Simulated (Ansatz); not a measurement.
# Sn (110): surface energy and levels

Aim: for Sn, compute energy, relaxation and work function or band edges of the (110) face.

Method: DFT r2SCAN, scalar-relativistic, plane waves, PAW, in Ansatz 0.2.0.

1 further run of the same task is left out (set aside as unsound or not needed).

### 1 The structure to begin with

Symmetry: I4_1/amd, No. 141, tetragonal system. The conventional cell has a = 5.886 Å, b = 5.886 Å, c = 3.184 Å, α = 90.00°, β = 90.00°, γ = 90.00°. Sn (site symmetry -4m2) has 6 Sn at 3.05 to 3.18 Å as nearest neighbours.

Structure file:

```xyz
2
Lattice="-2.9428 2.9428 1.5920 2.9428 -2.9428 1.5920 2.9428 2.9428 -1.5920" Properties=species:S:1:pos:R:3 pbc="T T T"
Sn    0.0000    0.0000    0.0000
Sn    0.0000    2.9428    0.7960
```

This cell was relaxed beforehand with the same method: volume 27.57 Å³/atom, gap on the mesh none (metal).

### 2 The bulk in the cell of the plane

The input, input.yaml:

```yaml
crystal:
  lattice:
    - [3.1840927596, 0.0, 0.0]
    - [-1.5920463798, 4.1617642375, 0.0]
    - [1.5920463798, 0.0, 4.1617642375]
  atoms:
    - { symbol: Sn, position: [0.0, 0.0, 0.0] }
    - { symbol: Sn, position: [0.75, 0.5, 0.5] }
basis:
  ecutwfc: 500
kpoints:
  mp_grid: { grid: [12, 8, 8] }
hamiltonian:
  xc: r2scan
scf:
  occupations: { method: gaussian, width: 0.1 }
output:
  forces: true
  stress: true
  eigenvalues: true
```

Started as:

```sh
> ansatz run input.yaml --threads 2 --pin off --max-ram 5120MiB --backend cpu --events-out ev --progress --plain --runs-dir out
```

What it wrote, shortened:

```text
[...]
SCF converged after 6 iterations
Free energy (F): -12077.029043 eV
[...]
E sigma→0 (E₀):  -12077.026388 eV
Entropy (-TS):   -0.005309 eV (-2.655 meV/atom)
Fermi energy:    10.436802 eV
[...]
--- Forces (eV/Å), atoms counted from 1 ---
  atom   1  Sn    -0.00100935    -0.00346544     0.00346544
  atom   2  Sn     0.00100935     0.00346544    -0.00346544
[...]
--- Stress (GPa, compression-positive) ---
        0.232405       0.102076      -0.102076
        0.102076      -0.156492      -0.576337
       -0.102076      -0.576337      -0.156492
  P = ⅓ Tr σ = -0.0269 GPa (-0.269 kbar)
--- Band table (eV; the first three rows and the last of 222) ---
  k-point 0: bands = ["-11.9569", "-11.8792", "-11.8276", "-11.8250", "-11.6633", "-11.6606", "-11.6540", "-11.6514", "-11.5656", "-11.4550", "-1.1099", "6.6612", "8.2914", "8.2960", "13.7881", "16.8487", "16.8490", "17.6641"]
[...]
```

It took 6.7 s on 2 threads of Intel Xeon 6975P-C (Granite Rapids), shared host; peak memory 0.74 GiB.

Bulk reference and slab share their plane, in-plane mesh and smearing. Its energy with the smearing taken to zero: -6038.5132 eV/atom.

### 3 Cutting the (110) slab

Miller indices refer to the conventional cell of the relaxed bulk, I4_1/amd (No. 141): a = 5.886 Å, b = 5.886 Å, c = 3.184 Å, α = 90.00°, β = 90.00°, γ = 90.00°.

The slab is a (110) slab, 12.5 Å thick as cut, with 15 Å of vacuum; its outer planes are Sn (top) and Sn (bottom).

The slab as cut. Layers, bottom to top:

```tsv
plane	atoms per cell	height over the lowest (Å)
1	Sn	0.00
2	Sn	2.08
3	Sn	4.16
4	Sn	6.24
5	Sn	8.32
6	Sn	10.40
7	Sn	12.49
```

### 4 Single point on the unrelaxed (110) slab

The cell repeats along c, and a dipole correction in the vacuum removes the field between the copies.

The input, input.yaml:

```yaml
crystal:
  lattice:
    - [3.1840927596, 0.0, 0.0]
    - [-1.5920463798, 4.1617642375, 0.0]
    - [0.0, 0.0, 27.4852927126]
  atoms:
    - { symbol: Sn, position: [0.5, 0.0, 0.2728732082] }
    - { symbol: Sn, position: [0.5, 0.5, 0.3485821388] }
    - { symbol: Sn, position: [0.0, 0.0, 0.4242910694] }
    - { symbol: Sn, position: [0.0, 0.5, 0.5] }
    - { symbol: Sn, position: [0.5, 0.0, 0.5757089306] }
    - { symbol: Sn, position: [0.5, 0.5, 0.6514178612] }
    - { symbol: Sn, position: [0.0, 0.0, 0.7271267918] }
basis:
  ecutwfc: 500
kpoints:
  mp_grid: { grid: [12, 8, 1] }
hamiltonian:
  xc: r2scan
scf:
  occupations: { method: gaussian, width: 0.1 }
output:
  forces: true
  stress: true
  eigenvalues: true
efield:
  axis: 3
  dipole_correction: true
```

Started as:

```sh
> ansatz run input.yaml --threads 2 --pin off --max-ram 5120MiB --backend cpu --events-out ev --progress --plain --runs-dir out
```

What it wrote, shortened:

```text
Warning: RAYON_NUM_THREADS=2 ignored (pool sized by the plan → 2); use --threads N
[...]
Pseudopotentials: kind: paw
Pseudopotential: Sn, paw, valence charge 14, recommended cutoff 500 eV (meta_gga), Sn.paw.azcp
Functional definition: r2SCAN
[...]
Crystal: 7 atoms, lattice volume = 364.220 Å³
Basis set: ecut = 500 eV, 9195 PW (Γ), exchange–correlation on 96×144×864 points (64 copies of the dense FFT grid, shifted against one another)
Bands: 59, of which v1, the nominal top of the filled ones, is band 49 counted from 1 (48 counted from 0)
Symmetry: 2 space group operations
k-points: 50 of 96
[...]
SCF iter   1: F=—  HF=-42268.620405 eV  |F-HF|=—  |Δ(HF+E_count)|=         —  Δρ=4.03e-3  dr2=3.39e-2  dr2_τ=5.71e-3  ethr=1.77e-3  p=0.000 e·Å  D=2.18e-13 V/Å  ΔV_dip=-0.00 eV  dr2_dipole=2.33e-4  V_vac-E_F(+/−)=4.30/4.30 eV  ⟨swp⟩=8.1  Hψ=11948  notcnv=0  defer=8
[...]
E sigma→0 (E₀):  -42268.668325 eV
Entropy (-TS):   -0.013505 eV (-1.929 meV/atom)
Fermi energy:    3.527023 eV
Dipole field:    D = 0.000133 V/Å  (p = 0.000267 e·Å, saw-weighted, corrected)
Work function:   Φ+ = 4.2765 eV   Φ− = 4.2802 eV
Levels:          The Fermi level and band energies are counted from a zero that moves with the ramp; work functions are not
[...]
--- Forces (eV/Å), atoms counted from 1 ---
  atom   1  Sn     0.00000000     0.00000000     0.31112824
  atom   2  Sn    -0.00000000     0.00000000    -0.40520895
  atom   3  Sn     0.00000000     0.00000000     0.18108719
  atom   4  Sn    -0.00000000     0.00000000    -0.00055614
  atom   5  Sn    -0.00000000     0.00000000    -0.17635137
  atom   6  Sn     0.00000000     0.00000000     0.40110926
  atom   7  Sn    -0.00000000     0.00000000    -0.31120656
[...]
--- Stress (GPa, compression-positive) ---
       -0.525036       0.015671      -0.000000
        0.015671      -0.935228       0.000000
       -0.000000       0.000000      -0.559994
  P = ⅓ Tr σ = -0.6734 GPa (-6.734 kbar)
--- Band table (eV; the first three rows and the last of 50) ---
[...]
```

Run time: 55 s. Hardware: 2 threads of Intel Xeon 6975P-C (Granite Rapids), shared host; peak memory 1.8 GiB.

Read from this run: work function 4.28 eV.

### 5 Relaxing the (110) slab

Edit input.yaml of step 4 so:

```diff
@@ -23,4 +23,11 @@
   forces: true
-  stress: true
   eigenvalues: true
+  write_density: true
+  write_potential: true
+  elf: true
+  volumetric_format: npy
+relax:
+  adjacent_minimum: "off"
+  f_tol: 0.02
+  max_steps: 60
 efield:
```

Started as:

```sh
> ansatz run input.yaml --threads 2 --pin off --max-ram 5120MiB --backend cpu --events-out ev --progress --plain --runs-dir out
```

What it wrote:

```text
Warning: RAYON_NUM_THREADS=2 ignored (pool sized by the plan → 2); use --threads N
Engine: ansatz 0.2.0, x86_64-unknown-linux-gnu
[... 3 set-up lines as earlier in the session ...]
  parameter k0 = 0.174
  parameter k1 = 0.065
  parameter a1 = 4.9479
  exchange = r2scan_x(k0 = k0, k1 = k1, a1 = a1)
  correlation = r2scan_c
Crystal: 7 atoms, lattice volume = 364.220 Å³
Basis set: ecut = 500 eV, 9195 PW (Γ), exchange–correlation on 96×144×864 points (64 copies of the dense FFT grid, shifted against one another)
Bands: 59, of which v1, the nominal top of the filled ones, is band 49 counted from 1 (48 counted from 0)
[... 1 set-up line as earlier in the session ...]
k-points: 50 of 96
Non-local potential: Sn, projectors of the file, l = 0: 2, l = 1: 2, l = 2: 2, l = 3: 2
PAW form: soft (Blöchl's): semilocal exchange-correlation on the pseudo side does not see the compensation charge
PAW frozen core: Sn, regenerated for the run's functional (the file was generated under x = pbe(κ = 0.804, μ = 0.2195149727645171), c = pbe(β = 0.06672455060314922))
PAW one-centre angular grid: Sn, 590 points (default); XC on 249 of its mesh's 2787 points in the sphere
Initial density: superposition of atomic densities (neutral atoms: chi_scale 0, normalization atom), corrected by the library's trained network
Initial wavefunctions: pseudopotential atomic-orbital guess
Functional: x = r2scan, c = r2scan; τ floored in thin density (d = 2e-4 eV/Å³)
SCF iter   1: F=—  HF=-42268.620405 eV  |F-HF|=—  |Δ(HF+E_count)|=         —  Δρ=4.03e-3  dr2=3.39e-2  dr2_τ=5.71e-3  ethr=1.77e-3  p=0.000 e·Å  D=2.15e-13 V/Å  ΔV_dip=-0.00 eV  dr2_dipole=2.33e-4  V_vac-E_F(+/−)=4.30/4.30 eV  ⟨swp⟩=8.1  Hψ=11948  notcnv=0  defer=8
efield: sawtooth ramp at fractional position 0.9500 (placed from the atoms, in the widest stretch of the axis that holds none; the zero of the levels goes with the place), width 0.1000; the density the first Hamiltonian is built on has a dipole p = 0.000 e·Å; the dipole correction subtracts the counter field D = 2.15e-13 V/Å, which shifts the + side's vacuum level by -0.00 eV against the − side's; the planar-averaged density in the ramp window peaks in size at 7.6e-6 e/Å³
preconditioner: auto → LDOS  [metal: Δε(μ)=0.031 eV  Ē_g=19.873 eV  σ=0.100 eV  W_gap=0.17  n_scr=64 (ndim 8)  ℏωp=19.3 eV  f_vac=0.422  D(μ)=2.74/eV (n_scr^D=10)  β→1.0]
SCF iter   2: F=—  HF=-42268.678108 eV  |F-HF|=—  |Δ(HF+E_count)|=   5.77e-2  Δρ=1.62e-3  dr2=9.47e-3  dr2_τ=1.26e-4  ethr=3.46e-5  p=0.000 e·Å  D=2.34e-4 V/Å  ΔV_dip=-0.01 eV  dr2_dipole=3.97e-5  V_vac-E_F(+/−)=4.28/4.28 eV  ⟨swp⟩=2.6  Hψ=6227  notcnv=0  defer=198
SCF iter   3: F=—  HF=-42268.674980 eV  |F-HF|=—  |Δ(HF+E_count)|=   3.13e-3  Δρ=5.09e-4  dr2=9.73e-4  dr2_τ=2.30e-5  ethr=9.66e-6  p=0.000 e·Å  D=1.58e-4 V/Å  ΔV_dip=-0.00 eV  dr2_dipole=1.37e-6  V_vac-E_F(+/−)=4.28/4.29 eV  ⟨swp⟩=2.0  Hψ=5207  notcnv=0  defer=198
SCF iter   4: F=—  HF=-42268.675050 eV  |F-HF|=—  |Δ(HF+E_count)|=   7.00e-5  Δρ=1.40e-4  dr2=7.98e-5  dr2_τ=1.87e-6  ethr=9.93e-7  p=0.000 e·Å  D=1.26e-4 V/Å  ΔV_dip=-0.00 eV  dr2_dipole=1.18e-7  V_vac-E_F(+/−)=4.28/4.28 eV  ⟨swp⟩=2.1  Hψ=5174  notcnv=0  defer=198
SCF iter   5: F=—  HF=-42268.675077 eV  |F-HF|=—  |Δ(HF+E_count)|=   2.78e-5  Δρ=5.40e-5  dr2=2.03e-5  dr2_τ=5.66e-7  ethr=8.14e-8  p=0.000 e·Å  D=1.30e-4 V/Å  ΔV_dip=-0.00 eV  dr2_dipole=2.92e-8  V_vac-E_F(+/−)=4.28/4.28 eV  ⟨swp⟩=2.3  Hψ=5266  notcnv=0  defer=198
SCF iter   6: F=-42268.675078 eV  HF=-42268.675077 eV  |F-HF|=4.22e-7  |Δ(HF+E_count)|=   2.28e-7  Δρ=1.08e-5  dr2=4.67e-7  dr2_τ=8.87e-9  ethr=1.02e-8  p=0.000 e·Å  D=1.29e-4 V/Å  ΔV_dip=-0.00 eV  dr2_dipole=4.19e-9  V_vac-E_F(+/−)=4.28/4.28 eV  ⟨swp⟩=21.5  Hψ=32184  notcnv=0
SCF 1 converged in 6 iterations: F = -42268.675078 eV  dr2 = 4.67e-7
relax step   1: F+E_penalty+E_count = -42268.67507763 eV  Δ(F+E_penalty+E_count) = +0.000e0 eV  max|allowed force component| = 4.053e-1 eV/Å  Δτ_max = 0.0000 Å  (6 SCF iters, dr2 threshold 1.00e-5 eV, accepted)
[... 16 lines left out ...]
relax step   2: F+E_penalty+E_count = -42268.71817320 eV  Δ(F+E_penalty+E_count) = -4.310e-2 eV  max|allowed force component| = 9.202e-2 eV/Å  Δτ_max = 0.1169 Å  (10 SCF iters, dr2 threshold 1.03e-5 eV, accepted)
[... 10 lines left out ...]
relax step   3: F+E_penalty+E_count = -42268.72155616 eV  Δ(F+E_penalty+E_count) = -3.383e-3 eV  max|allowed force component| = 2.029e-2 eV/Å  Δτ_max = 0.0668 Å  (7 SCF iters, dr2 threshold 5.29e-7 eV, accepted)
[... 12 lines left out ...]
relax step   4: F+E_penalty+E_count = -42268.72219708 eV  Δ(F+E_penalty+E_count) = -6.409e-4 eV  max|allowed force component| = 2.354e-3 eV/Å  Δτ_max = 0.0172 Å  (9 SCF iters, accepted)
iter 1 solved again at ethr=3.33e-11 eV; its pass at ethr=3.10e-3 eV (dr2=3.26e-8 eV) is discarded
SCF iter   1: F=—  HF=-42268.722197 eV  |F-HF|=—  |Δ(HF+E_count)|=         —  Δρ=2.45e-6  dr2=3.26e-8  dr2_τ=1.10e-10  ethr=3.33e-11  p=0.000 e·Å  D=1.55e-4 V/Å  ΔV_dip=-0.00 eV  dr2_dipole=1.28e-12  V_vac-E_F(+/−)=4.34/4.35 eV  ⟨swp⟩=1.0  Hψ=8926  notcnv=0
efield: sawtooth ramp at fractional position 0.9500 (kept from the solve that this one continues, or follows in the run), width 0.1000; the density the first Hamiltonian is built on has a dipole p = 0.000 e·Å; the dipole correction subtracts the counter field D = 1.55e-4 V/Å, which shifts the + side's vacuum level by -0.00 eV against the − side's; the planar-averaged density in the ramp window peaks in size at 2.0e-6 e/Å³
preconditioner: auto → LDOS  [metal: Δε(μ)=0.055 eV  Ē_g=19.867 eV  σ=0.100 eV  W_gap=0.29  n_scr=64 (ndim 8)  ℏωp=19.3 eV  f_vac=0.427  D(μ)=2.35/eV (n_scr^D=8)  β→1.0]
SCF iter   2: F=-42268.722197 eV  HF=-42268.722197 eV  |F-HF|=2.42e-8  |Δ(HF+E_count)|=  2.91e-11  Δρ=1.78e-6  dr2=2.83e-8  dr2_τ=6.13e-10  ethr=3.33e-11  p=0.000 e·Å  D=1.55e-4 V/Å  ΔV_dip=-0.00 eV  dr2_dipole=2.77e-11  V_vac-E_F(+/−)=4.34/4.35 eV  ⟨swp⟩=11.7  Hψ=20829  notcnv=0
SCF 5 converged in 2 iterations: F = -42268.722197 eV  dr2 = 2.83e-8
WARN: The output density's exchange-correlation potential varies sharply where the density is thin. Do not read a vacuum level from v_tot or v_xc, or from such a field of the output density. On a cell that repeats whose density bears no net charge and no dipole along the vacuum's axis use v_es (v_loc + v_h of the components); under efield.dipole_correction with no amplitude use v_es + v_field, which holds any external_charges[].barrier, or the levels of the report's work_function block, which leave it out; under a non-zero efield.amplitude the vacuum is tilted and has no level; on a cell that repeats and bears such a dipole with no correction it is tilted too, and efield.dipole_correction with no amplitude gives each side of its ramp a level where efield: is served; in a cell that repeats whose density bears a net charge (total_charge, or a fill off its count) it is curved and has none; of a slab under crystal.periodic whose density bears no net charge use v_es, which has a level on each side, short of where the two are joined; of another it falls or rises all the way out and has none; of a slab beside external_charges read slab_vacuum_level instead, which it has where they leave it neutral. The grid or the basis barely resolves most such structure, and the values can differ between equally converged runs; as a rule a tighter scf.convergence.dr2_threshold does not remove it. Where the density itself ripples (under the LDA too) a higher basis.ecutwfc lessens it. The files hold the spikes' plane waves up to the density's cutoff. Files: v_tot_of_output_density and the like, and their columns of v_z.tsv (output.write_potential); v_xc_of_output_density and the like, and their columns of v_comp_z.tsv (output.write_potential_components). Measured: with its Gaussian average of σ = 0.25 Å subtracted twice, the exchange-correlation potential is over 0.1 eV at 2518 of the grid points where the equally averaged density (valence and model cores) is under 1e-3 e/Å³, and 1.13 eV at the most among them, at an averaged density of 1.8e-8 e/Å³. The input density's (outcome.potential() and, of a run that writes arrays, v_tot and v_xc) is over 0.1 eV, so measured, at 276 points of its own thin density, 0.207 eV at the most. See output.write_potential in the manual, Limitations
SCF converged after 2 iterations
Free energy (F): -42268.722197 eV
Harris-Foulkes:  -42268.722197 eV  (|F-HF|=2.42e-8)
Internal energy: -42268.710462 eV  (E = F + TS)
E sigma→0 (E₀):  -42268.716330 eV
Entropy (-TS):   -0.011735 eV (-1.676 meV/atom)
Fermi energy:    3.485006 eV
Dipole field:    D = 0.000160 V/Å  (p = 0.000323 e·Å, saw-weighted, corrected)
Work function:   Φ+ = 4.3438 eV   Φ− = 4.3482 eV
Levels:          The Fermi level and band energies are counted from a zero that moves with the ramp; work functions are not
--- Per-component energies (eV) ---
  E_band       = -1333.102522
  E_kinetic    = 1301.239012
  E_local      = -74036.188711  (includes V_loc(G=0)·N_el)
  E_nonlocal   = -230.266759
  E_hartree    = 37428.931814
  E_xc         = -2621.003097
  E_vxc        = -729.383348  (∫ρ·V_xc dr)
  E_paw        = -29112.444496  (= ΣΔE_a)
  E_vpaw       = -2543.336523  (= ΣTr[D̂ρ^β])
  E_aug_tail   = -0.000002  (compensation charges beyond the density's cutoff)
  E_vtau       = 46.934809  (kinetic-family band-sum trace: ∫τ·v_τ [+ j·A + Jᵃ·Aᵃ] dr)
  E_efield     = 0.000000  (sawtooth field / dipole correction)
  E_vefield    = 0.000000  (∫n·V_field dr)
  E_ewald      = 24995.874539
  E_core_change = 5.147239  (= ΣΔE_core)
  E_smearing   = -0.011735  (= −TS)
  E_closure    = 0.000000  (closes the sum)
  Σ components = -42268.722197   (vs F -42268.722197, Δ=0.00e0)
--- Forces (eV/Å), atoms counted from 1 ---
  atom   1  Sn     0.00000000     0.00000000     0.00066984
  atom   2  Sn     0.00000000     0.00000000     0.00180422
  atom   3  Sn     0.00000000     0.00000000     0.00231433
  atom   4  Sn     0.00000000     0.00000000     0.00016741
  atom   5  Sn    -0.00000000     0.00000000    -0.00237924
  atom   6  Sn    -0.00000000     0.00000000    -0.00211571
  atom   7  Sn    -0.00000000     0.00000000    -0.00046091
  max |Σ_I F_I| component: 6.17e-8 eV/Å
--- Band table (eV; the first three rows and the last of 50) ---
  k-point 0: bands = ["-18.8660", "-18.8329", "-18.8253", "-18.8007", "-18.7727", "-18.7621", "-18.7534", "-18.7452", "-18.7433", "-18.7150", "-18.7058", "-18.6971", "-18.6941", "-18.6423", "-18.6387", "-18.6275", "-18.6271", "-18.6098", "-18.5894", "-18.5566", "-18.5488", "-18.5429", "-18.5393", "-18.5338", "-18.5282", "-18.5170", "-18.5055", "-18.4859", "-18.4783", "-18.4720", "-18.4441", "-18.4370", "-18.4244", "-18.3611", "-18.3499", "-7.8791", "-7.4021", "-6.7376", "-5.5232", "-3.9818", "-2.5156", "-1.0358", "1.5506", "1.7507", "2.1015", "2.6922", "2.8631", "3.6856", "4.2392", "4.6239", "5.8336", "5.9450", "7.1260", "7.2590", "7.5137", "7.7665", "7.9697", "8.7309", "9.0734"]
[... 3 lines left out ...]
--- Relaxed structure (4 steps of the walk, 4 accepted, 0 SCFs on fresh bases) ---
  F+E_penalty+E_count = -42268.72219708 eV   max|allowed force component| = 2.354e-3 eV/Å
  atoms:
    - { symbol: Sn, position: [0.49999999999999994, 0.0, 0.27529736737234295] }
    - { symbol: Sn, position: [0.49999999999999994, 0.49999999999999994, 0.3468103057589827] }
    - { symbol: Sn, position: [1.0779941235410606e-18, 0.0, 0.4254159113595816] }
    - { symbol: Sn, position: [0.0, 0.49999999999999994, 0.5000236786490327] }
    - { symbol: Sn, position: [0.49999999999999994, 0.0, 0.5746047341891726] }
    - { symbol: Sn, position: [0.49999999999999994, 0.49999999999999994, 0.6531713024314422] }
    - { symbol: Sn, position: [-2.348049236532679e-18, 0.0, 0.7246767002394452] }
```

It took 5 min on 2 threads of Intel Xeon 6975P-C (Granite Rapids), shared host; peak memory 2.3 GiB.

Relaxation path:

```
step  energy from step 1 (eV/cell)  largest force component (eV/Å)
   1                        0.0000                          0.4053
   2                       -0.0431                          0.0920
   3                       -0.0465                          0.0203
   4                       -0.0471                          0.0024
```

Step 1 is the start.

Read from this run: work function 4.34 eV.

Plane-averaged electrostatic potential energy of an electron across the slab, counted from the Fermi level:

z (Å), V (eV) and a bar:
```
     1.78       4.35 ##############################
     2.29       4.35 ##############################
     2.80       4.35 ##############################
     3.31       4.35 ##############################
     3.82       4.34 ##############################
     4.33       4.34 ##############################
     4.84       4.31 ##############################
     5.09       4.27 ##############################
     5.60       4.06 #############################
     6.11       3.30 ##########################
     6.62       0.51 ###############
     7.13      -2.19 ####
     7.63      -0.90 #########
     8.14      -3.26 
     8.65      -2.55 ###
     9.16      -2.37 ####
     9.67      -1.02 #########
    10.18      -2.70 ##
    10.69      -0.98 #########
    10.94      -2.34 ####
    11.45      -1.57 #######
    11.96      -1.79 ######
    12.47      -2.56 ###
    12.98      -2.61 ###
    13.49      -1.70 ######
    14.00      -1.69 ######
    14.51      -2.61 ###
    15.02      -2.56 ###
    15.52      -1.79 ######
    16.03      -1.56 #######
    16.54      -2.35 ####
    16.80      -0.99 #########
    17.31      -2.70 ##
    17.81      -1.02 #########
    18.32      -2.38 ####
    18.83      -2.56 ###
    19.34      -3.27 
    19.85      -0.91 #########
    20.36      -2.21 ####
    20.87       0.51 ###############
    21.38       3.30 ##########################
    21.89       4.06 #############################
    22.40       4.27 ##############################
    22.65       4.30 ##############################
    23.16       4.33 ##############################
    23.67       4.34 ##############################
    24.18       4.34 ##############################
    24.69       4.34 ##############################
    25.19       4.34 ##############################
    25.70       4.34 ##############################
```

Axes a, b and c in the maps are those of this run's conventional cell (a, b, c = 3.184, 8.324, 27.485 Å).

Density in a lattice plane of the grid's cell (edges 3.18 and 27.49 Å, at 0.000 of the third edge), which holds Sn.

Values in e/Å³, 12 rows by 6 columns:
```
 0.00  0.00  0.00  0.00  0.00  0.00
 0.00  0.00  0.00  0.00  0.00  0.00
 2.08  0.89  0.24  0.13  0.24  0.89
 0.11  0.09  0.07  0.05  0.07  0.09
 0.18  0.40  3.74 12.31  3.74  0.40
 0.06  0.06  0.06  0.06  0.06  0.06
12.29  3.74  0.40  0.18  0.40  3.74
 0.05  0.07  0.09  0.11  0.09  0.07
 0.13  0.24  0.90  2.09  0.90  0.24
 0.00  0.00  0.00  0.00  0.00  0.00
 0.00  0.00  0.00  0.00  0.00  0.00
 0.00  0.00  0.00  0.00  0.00  0.00
```
Columns run along the first of these edges and rows up along the second, over one cell in 6 and 12 even steps from the bottom left corner. Atoms in the plane (fractional): Sn at (0.50, 0.28), Sn at (0.00, 0.43), Sn at (0.50, 0.57), Sn at (0.00, 0.72).

ELF in the same plane.

Values, 12 rows by 6 columns:
```
0.00 0.00 0.00 0.00 0.00 0.00
0.11 0.06 0.02 0.01 0.02 0.06
0.25 0.35 0.46 0.48 0.46 0.35
0.27 0.24 0.14 0.09 0.14 0.24
0.47 0.34 0.14 0.00 0.14 0.34
0.09 0.09 0.09 0.09 0.09 0.09
0.00 0.14 0.34 0.47 0.34 0.14
0.08 0.14 0.24 0.27 0.24 0.14
0.48 0.46 0.35 0.25 0.35 0.46
0.01 0.02 0.06 0.11 0.06 0.02
0.00 0.00 0.00 0.00 0.00 0.00
0.00 0.00 0.00 0.00 0.00 0.00
```
Columns run along the first of these edges and rows up along the second, over one cell in 6 and 12 even steps from the bottom left corner. Atoms in the plane (fractional): Sn at (0.50, 0.28), Sn at (0.00, 0.43), Sn at (0.50, 0.57), Sn at (0.00, 0.72).

Both are smooth fields of the valence electrons: close to the nuclei they are not physical.

Outside the cores ELF peaks at 0.72 beside Sn, off the lines to its neighbours, 1.7 Å from Sn; 0.60 on the Sn–Sn line, 1.5 Å from Sn.

[end of part 1 of 2]
